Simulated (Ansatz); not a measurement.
Take LiI in the rock salt structure (space group Fm-3m, No. 225; a = 6.019 Å) as the base. Axes: x, y, z lie along the cube axes.

Method: DFT with PBE, PAW potentials and a 420 eV plane-wave cutoff in Ansatz (a quantum-chemistry and plane-wave program), no spin-orbit coupling.

The change: the cell is compressed by 4.98 % along y with no lateral relaxation; the atoms relax in the strained cell.

**Question.** Predict the stress tensor and what it implies for the stiffness.

**Answer.** Stress of the strained cell less that of the base (GPa, compression positive):
```
   0.75    0.00    0.00
   0.00    2.29    0.00
   0.00    0.00    0.75
```

Then −Δσ_ii/ε with ε = -0.0498 gives secant stiffness values (nonlinear terms included at this strain): C22 ≈ 46 GPa, C12 ≈ 15 GPa and C23 ≈ 15 GPa.

As a check, the harmonic strain energy −½ V₀ Δσ:ε is 9.7 meV/atom; the computed energy rise is 8.8 meV/atom.

Whether these cells are dynamically stable was not tested.
